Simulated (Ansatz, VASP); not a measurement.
**BPH (zigzag BP ribbon N=2 H edges) in two plane-wave programs**

Wanted: the spread between two codes on one cell, functional and k mesh. Of the first pair: The structure shown is the start of the Ansatz relaxation below; VASP solves that cell, so the two are compared at the walk's first step.

Main program and level: Ansatz 0.2.0; plane waves, with VASP 6.6.1 beside it; single point at PBE.

## (1) The starting structure

The cell holds 6 atoms: 2 H, 2 B and 2 P. Cell: a = 13.250 Å, b = 7.000 Å, c = 3.222 Å, α = 90.0°, β = 90.0°, γ = 90.0°. Vacuum lies along a and b. The structure's axis is c.

As a file:

```cif
data_structure
_symmetry_space_group_name_H-M 'P 1'
_symmetry_Int_Tables_number 1
_cell_length_a 13.2500
_cell_length_b 7.0000
_cell_length_c 3.2216
_cell_angle_alpha 90.000
_cell_angle_beta 90.000
_cell_angle_gamma 90.000
_cell_volume 298.80
loop_
_atom_site_label
_atom_site_type_symbol
_atom_site_fract_x
_atom_site_fract_y
_atom_site_fract_z
_atom_site_occupancy
H1 H 0.26415 0.50000 0.00000 1
H2 H 0.73585 0.50000 0.00000 1
B3 B 0.35094 0.50000 0.00000 1
B4 B 0.56151 0.50000 0.50000 1
P5 P 0.63170 0.50000 0.00000 1
P6 P 0.42113 0.50000 0.50000 1
```

## (2) Ansatz: relaxation, PBE

Ansatz runs on its default PAW (the set named soft_2) files.

The two programs are compared at the cell with which this relaxation starts, whose forces are those of its first step.

The input, input.yaml:

```yaml
crystal:
  lattice:
    - [13.25, 0.0, 0.0]
    - [0.0, 7.0, 0.0]
    - [0.0, 0.0, 3.2216145021]
  atoms:
    - { symbol: H, position: [0.264150943, 0.5, 0.0] }
    - { symbol: B, position: [0.350943396, 0.5, 0.0], spin: 0.5 }
    - { symbol: P, position: [0.631698113, 0.5, 0.0], spin: -0.5 }
    - { symbol: H, position: [0.735849057, 0.5, 0.0] }
    - { symbol: P, position: [0.421132075, 0.5, 0.5] }
    - { symbol: B, position: [0.561509434, 0.5, 0.5] }
magnetization:
  spin_polarized: true
kpoints:
  mp_grid: { grid: [1, 1, 25] }
scf:
  occupations: { method: fermi_dirac, width: 0.05 }
hamiltonian:
  xc: pbe
relax:
  cell: { fix: [a, b, alpha, beta, gamma] }
  max_steps: 60
```

Started as:

```bash
> ansatz run input.yaml --threads 4 --pin off --max-ram 16384MiB --backend cpu --events-out ev --progress --plain --runs-dir out
```

Numbers of over 12 decimals in the logs are rounded to 6 here.

What it wrote:

```text
Engine: ansatz 0.2.0, aarch64-unknown-linux-gnu
Pseudopotentials: kind: paw
Pseudopotential: H, paw, valence charge 1, recommended cutoff 420 eV (normal), H.paw.azcp
Pseudopotential: B, paw, valence charge 3, recommended cutoff 420 eV (normal), B.paw.azcp
Pseudopotential: P, paw, valence charge 5, recommended cutoff 420 eV (normal), P.paw.azcp
Functional definition: PBE
  parameter kappa = 0.804
  parameter beta = 0.066725
  exchange = pbe_x(kappa = kappa, mu = beta*pi^2/3)
  correlation = pbe_c(beta = beta)
Crystal: 6 atoms, lattice volume = 298.805 Å³
Basis set: ecut = 420 eV, 5853 PW (Γ), exchange–correlation on 180×96×48 points (8 copies of the dense FFT grid, shifted against one another)
Bands: 16, of which v1, the nominal top of the filled ones, is band 9 counted from 1 (8 counted from 0)
Symmetry: 4 space group operations
Space group: Pmm2 (ITA 25), of the structure as read, at distance tolerance 6.7e-5 Å
Magnetic group: BNS 25.57 (UNI 155), of the structure as read, at distance tolerance 6.7e-5 Å
k-points: 13 of 25
Non-local potential: H, projectors of the file, l = 0: 2, l = 1: 1
Non-local potential: B, projectors of the file, l = 0: 2, l = 1: 2, l = 2: 1
Non-local potential: P, projectors of the file, l = 0: 2, l = 1: 2, l = 2: 2
PAW form: soft (Blöchl's): semilocal exchange-correlation on the pseudo side does not see the compensation charge
PAW one-centre angular grid: H, 110 points (default); XC on 64 Gauss nodes
PAW one-centre angular grid: B, 110 points (default); XC on 64 Gauss nodes
PAW one-centre angular grid: P, 110 points (default); XC on 64 Gauss nodes
Initial density: superposition of atomic densities (neutral atoms: chi_scale 0, normalization atom)
Starting moments: Σ|m| = 1 μB on 2 of 6 sites
Starting magnetic order: compensated ferrimagnet; no operation exchanges its spin sublattices
Initial wavefunctions: pseudopotential atomic-orbital guess
Functional: x = pbe(κ = 0.804, μ = 0.219515), c = pbe(β = 0.066725)
SCF iter   1: F=—  HF=-1856.916635 eV  |F-HF|=—  |Δ(HF+E_count)|=         —  Δρ=2.35e-2 (↑2.20e-2 ↓2.35e-2)  dr2=7.95e0  dr2_m=3.60e-2  M=0.001 μB ∫|m|=0.468 μB  β_m=0.30  ethr=3.10e-3  ⟨swp⟩=9.5  Hψ=3418  notcnv=0  defer=4
preconditioner: auto → Resta (q_TF=auto, 1.708 Å⁻¹)  ε∞=1.7  [insulator: Δε(μ)=0.226 eV  Ē_g=10.751 eV  σ=0.050 eV  W_gap=0.81  n_scr=20 (ndim 8)  ℏωp=8.9 eV  f_vac=0.557  D(μ)=0.38/eV (n_scr^D=2)  ε∞_Penn≈1.7  vacuum switching on, ρ_ref=8.4e-3 e/Å³]
spin=Collinear: Resta preconditioning applied to the charge; magnetization (m = ρ↑ − ρ↓) channel mixes plain (no charge-response kernel on spin).
SCF iter   2: F=—  HF=-1855.261997 eV  |F-HF|=—  |Δ(HF+E_count)|=    1.65e0  Δρ=1.43e-2 (↑1.43e-2 ↓1.39e-2)  dr2=2.24e0  dr2_m=3.71e-2  M=0.000 μB ∫|m|=0.204 μB  β_m=0.30  ethr=3.10e-3  ⟨swp⟩=3.2  Hψ=1050  notcnv=0  defer=58
SCF iter   3: F=—  HF=-1854.726022 eV  |F-HF|=—  |Δ(HF+E_count)|=   5.36e-1  Δρ=8.54e-3 (↑8.28e-3 ↓8.54e-3)  dr2=6.62e-1  dr2_m=2.00e-2  M=0.000 μB ∫|m|=0.181 μB  β_m=0.30  ethr=3.10e-3  ⟨swp⟩=4.0  Hψ=836  notcnv=0  defer=57
SCF iter   4: F=—  HF=-1854.522938 eV  |F-HF|=—  |Δ(HF+E_count)|=   2.03e-1  Δρ=2.90e-3 (↑2.86e-3 ↓2.90e-3)  dr2=4.73e-2  dr2_m=1.11e-2  M=0.000 μB ∫|m|=0.148 μB  β_m=0.30  ethr=3.10e-3  ⟨swp⟩=4.1  Hψ=975  notcnv=0  defer=53
SCF iter   5: F=—  HF=-1854.523279 eV  |F-HF|=—  |Δ(HF+E_count)|=   3.40e-4  Δρ=1.82e-3 (↑1.82e-3 ↓1.56e-3)  dr2=5.71e-3  dr2_m=6.34e-3  M=0.000 μB ∫|m|=0.122 μB  β_m=0.30  ethr=2.63e-4  ⟨swp⟩=4.3  Hψ=844  notcnv=0  defer=52
SCF iter   6: F=—  HF=-1854.528292 eV  |F-HF|=—  |Δ(HF+E_count)|=   5.01e-3  Δρ=1.22e-3 (↑1.16e-3 ↓1.22e-3)  dr2=7.96e-4  dr2_m=3.63e-3  M=0.000 μB ∫|m|=0.102 μB  β_m=0.30  ethr=3.17e-5  ⟨swp⟩=2.3  Hψ=585  notcnv=0  defer=52
SCF iter   7: F=—  HF=-1854.531067 eV  |F-HF|=—  |Δ(HF+E_count)|=   2.77e-3  Δρ=9.07e-4 (↑8.67e-4 ↓9.07e-4)  dr2=7.60e-5  dr2_m=2.14e-3  M=0.000 μB ∫|m|=0.085 μB  β_m=0.30  ethr=4.42e-6  ⟨swp⟩=2.0  Hψ=599  notcnv=0  defer=52
Mixer restart at iter 7: flushing history
spin-set hold released at iteration 7 (site moments contracting): the magnetisation degrees of freedom join the quasi-Newton model from the next iteration; the mixer history was flushed
SCF iter   8: F=—  HF=-1854.532694 eV  |F-HF|=—  |Δ(HF+E_count)|=   1.63e-3  Δρ=6.90e-4 (↑6.87e-4 ↓6.90e-4)  dr2=1.96e-5  dr2_m=1.29e-3  M=0.000 μB ∫|m|=0.071 μB  β_m=0.65  ethr=4.22e-7  ⟨swp⟩=2.2  Hψ=655  notcnv=0  defer=52
SCF iter   9: F=—  HF=-1854.535470 eV  |F-HF|=—  |Δ(HF+E_count)|=   2.78e-3  Δρ=1.75e-4 (↑1.05e-4 ↓1.75e-4)  dr2=3.39e-4  dr2_m=4.24e-5  M=0.000 μB ∫|m|=0.019 μB  β_m=0.55  ethr=1.09e-7  ⟨swp⟩=4.3  Hψ=970  notcnv=0  defer=52
[...]
Crystal: 6 atoms, lattice volume = 299.322 Å³
[...]
preconditioner: auto → Resta (q_TF=auto, 1.708 Å⁻¹)  ε∞=1.8  [insulator: Δε(μ)=1.329 eV  Ē_g=10.177 eV  σ=0.050 eV  W_gap=1.00  n_scr=20 (ndim 8)  ℏωp=9.1 eV  f_vac=0.617  D(μ)=0.00/eV (n_scr^D=0)  ε∞_Penn≈1.8  vacuum switching on, ρ_ref=7.5e-3 e/Å³]
spin=Collinear: Resta preconditioning applied to the charge; magnetization (m = ρ↑ − ρ↓) channel mixes plain (no charge-response kernel on spin).
[...]
relax step   4: F+E_penalty+E_count = -1854.60705223 eV  Δ(F+E_penalty+E_count) = -4.065e-5 eV  max|allowed force component| = 3.949e-3 eV/Å  Δτ_max = 0.0022 Å  P = +0.082 GPa  Ω = 299.322 Å³  energy of the carried Pulay correction = -1.061e-4 eV  fix = [a, b, alpha, beta, gamma]  reactions: a +0.004, b +0.236 GPa  (8 SCF iters, dr2 threshold 9.33e-8 eV, accepted)
Initial wavefunctions: pseudopotential atomic-orbital guess (no wavefunctions were taken with the density)
iter 1 solved again at ethr=1.15e-6 eV; its pass at ethr=3.10e-3 eV (dr2=2.07e-4 eV) is discarded
SCF iter   1: F=—  HF=-1854.607101 eV  |F-HF|=—  |Δ(HF+E_count)|=         —  Δρ=4.41e-6 (↑4.41e-6 ↓4.41e-6)  dr2=8.31e-9  dr2_m=5.16e-12  M=0.000 μB ∫|m|=0.000 μB  β_m=0.30  ethr=1.15e-6  ⟨swp⟩=3.8  Hψ=4808  notcnv=0
eigensolver tolerance schedule: the retry pair's looser diagonalisation over-reported the residual by 24871.08 of it (diagonalisation noise at an unbounded share of the residual, at the tolerance the schedule requests for it); recorded, not acted on — ethr = c·dr2/N_el stays at c = 1.0e-1
preconditioner: auto → Resta (q_TF=auto, 1.708 Å⁻¹)  ε∞=1.8  [insulator: Δε(μ)=1.331 eV  Ē_g=10.179 eV  σ=0.050 eV  W_gap=1.00  n_scr=20 (ndim 8)  ℏωp=9.1 eV  f_vac=0.617  D(μ)=0.00/eV (n_scr^D=0)  ε∞_Penn≈1.8  vacuum switching on, ρ_ref=7.5e-3 e/Å³]
spin=Collinear: Resta preconditioning applied to the charge; magnetization (m = ρ↑ − ρ↓) channel mixes plain (no charge-response kernel on spin).
SCF iter   2: F=—  HF=-1854.607127 eV  |F-HF|=—  |Δ(HF+E_count)|=   2.60e-5  Δρ=3.09e-6 (↑3.09e-6 ↓3.09e-6)  dr2=3.56e-9  dr2_m=3.34e-12  M=0.000 μB ∫|m|=0.000 μB  β_m=0.50  ethr=4.61e-11  ⟨swp⟩=4.3  Hψ=995  notcnv=0
SCF iter   3: F=—  HF=-1854.607158 eV  |F-HF|=—  |Δ(HF+E_count)|=   3.12e-5  Δρ=1.05e-6 (↑1.05e-6 ↓1.05e-6)  dr2=6.65e-10  dr2_m=1.04e-12  M=0.000 μB ∫|m|=0.000 μB  β_m=0.54  ethr=1.98e-11  ⟨swp⟩=3.2  Hψ=764  notcnv=0
SCF iter   4: F=—  HF=-1854.607163 eV  |F-HF|=—  |Δ(HF+E_count)|=   4.84e-6  Δρ=1.96e-7 (↑1.96e-7 ↓1.95e-7)  dr2=9.62e-11  dr2_m=2.87e-13  M=0.000 μB ∫|m|=0.000 μB  β_m=0.63  ethr=3.70e-12  ⟨swp⟩=2.8  Hψ=680  notcnv=0
SCF iter   5: F=-1854.607163 eV  HF=-1854.607163 eV  |F-HF|=1.29e-8  |Δ(HF+E_count)|=   1.20e-7  Δρ=4.15e-8 (↑3.90e-8 ↓4.15e-8)  dr2=2.21e-11  dr2_m=8.88e-14  M=0.000 μB ∫|m|=0.000 μB  ethr=1.00e-12  ⟨swp⟩=5.7  Hψ=1411  notcnv=0
the starting moments were not kept: the SCF closed with an absolute magnetisation of 7.7e-7 μB, where they sum to 1 μB in size (2 sites). That is at most 0.1 of that sum. Measured as dr2_m measures the in/out step, that magnetisation stands 5.4e-14 eV from none, at or under the dr2_threshold of 6.0e-11 eV: it is no larger than a step whose dr2_m would equal this threshold.
SCF 5 converged in 5 iterations: F = -1854.607163 eV  dr2 = 2.21e-11
relax step   5: F+E_penalty+E_count = -1854.60716309 eV  Δ(F+E_penalty+E_count) = -1.109e-4 eV  max|allowed force component| = 3.976e-3 eV/Å  Δτ_max = 0.0000 Å  P = +0.081 GPa  Ω = 299.322 Å³  fix = [a, b, alpha, beta, gamma]  reactions: a +0.002, b +0.234 GPa  stress off target by 7.66e-3 GPa on what of the cell is left free  SCF on the basis re-selected at this cell (its energy is not comparable with the rows above)  (5 SCF iters)
basis re-selected at this cell: Δ(F+E_penalty+E_count) = -1.109e-4 eV, ΔP = -0.001 GPa vs the last step (what re-selecting the basis moved, of the pressure what is left beyond the Pulay correction that the steps carried, after the strain that the cell walked since its last selection, with what the two solves' SCF thresholds leave and, on support functions, any second-order correction that the steps lacked; it is no m [...]
SCF converged after 5 iterations
Magnetization: 0.0000 μB (9.0000 up, 9.0000 down)
Absolute magnetization: 0.0000 μB (∫|ρ↑−ρ↓|, with the PAW one-centre terms)
Spin contamination: 0.0000 ħ² per cell (⟨S²⟩ above its minimum at these occupations)
Per-site moments (μB) at R_I (Å): [(8.525513310347591e-9, 0.493276), (-1.6133277009933763e-8, 0.493276), (3.2961393295677116e-8, 0.581873), (-1.9995964159205895e-8, 0.581873), (3.797136134527517e-8, 0.763569), (-1.0672484089157829e-7, 0.755077)]
Free energy (F): -1854.607163 eV
Harris-Foulkes:  -1854.607163 eV  (|F-HF|=1.29e-8)
Internal energy: -1854.607163 eV  (E = F + TS)
E sigma→0 (E₀):  -1854.607163 eV
Entropy (-TS):   -0.000001 eV (-0.000 meV/atom)
Fermi energy:    -2.058865 eV
--- Per-component energies (eV) ---
  E_band       = -151.022373
  E_kinetic    = 262.780112
  E_local      = -1770.968535  (includes V_loc(G=0)·N_el)
  E_nonlocal   = 95.522672
  E_hartree    = 750.697506
  E_xc         = -203.110707
  E_vxc        = -217.725148  (∫ρ·V_xc dr)
  E_paw        = -1297.302213  (= ΣΔE_a)
  E_vpaw       = -22.024088  (= ΣTr[D̂ρ^β])
  E_aug_tail   = -0.002522  (compensation charges beyond the density's cutoff)
  E_ewald      = 307.776526
  E_smearing   = -0.000001  (= −TS)
  E_closure    = -0.000000  (closes the sum)
  Σ components = -1854.607163   (vs F -1854.607163, Δ=0.00e0)
--- Forces (eV/Å), atoms counted from 1 ---
  atom   1  H     -0.00139165     0.00000000     0.00000000
  atom   2  B     -0.00204734     0.00000000     0.00000000
  atom   3  P      0.00397606     0.00000000     0.00000000
  atom   4  H     -0.00012119     0.00000000     0.00000000
  atom   5  P     -0.00240602     0.00000000     0.00000000
  atom   6  B      0.00198985     0.00000000     0.00000000
  max |Σ_I F_I| component: 3.05e-7 eV/Å
--- Stress (GPa, compression-positive) ---
        0.001512       0.000000       0.000000
        0.000000       0.234282       0.000000
        0.000000       0.000000       0.007663
  P = ⅓ Tr σ = 0.0812 GPa (0.812 kbar)
--- Relaxed structure (4 steps of the walk, 4 accepted, 1 SCFs on fresh bases) ---
  F+E_penalty+E_count = -1854.60716309 eV   max|allowed force component| = 3.976e-3 eV/Å   (the final SCF, on the basis selected at the relaxed cell)
  cell:  # Å, volume = 299.3220 Å³
    - [13.25, 0.0, 0.0]
    - [0.0, 7.0, 0.0]
    - [0.0, 0.0, 3.227191]
  atoms:
    - { symbol: H, position: [0.263048, 0.5, 0.0] }
    - { symbol: B, position: [0.353298, 0.5, 0.0] }
    - { symbol: P, position: [0.628649, 0.5, 0.0] }
    - { symbol: H, position: [0.735110, 0.5, 0.0] }
    - { symbol: P, position: [0.421757, 0.5, 0.5] }
    - { symbol: B, position: [0.563420, 0.5, 0.5] }
```

The column dr2 measures how far the density is from self-consistency, as an energy; F and HF (Harris–Foulkes) agree once it is small.

(Continued in part 2 of 2.)

[Lines on the potential files, build, host, timing and source positions are cut from VASP's logs without a mark.]

[Logs are printed without paths, hosts, clocks, repeated set-up lines and the standing remarks that a program may print on its own settings, such as how far it seeks lower states.]

[Hosts, paths, dates, database ids (printed as entryN), source tags and the programs' standing remarks are cut or masked in the printed files.]
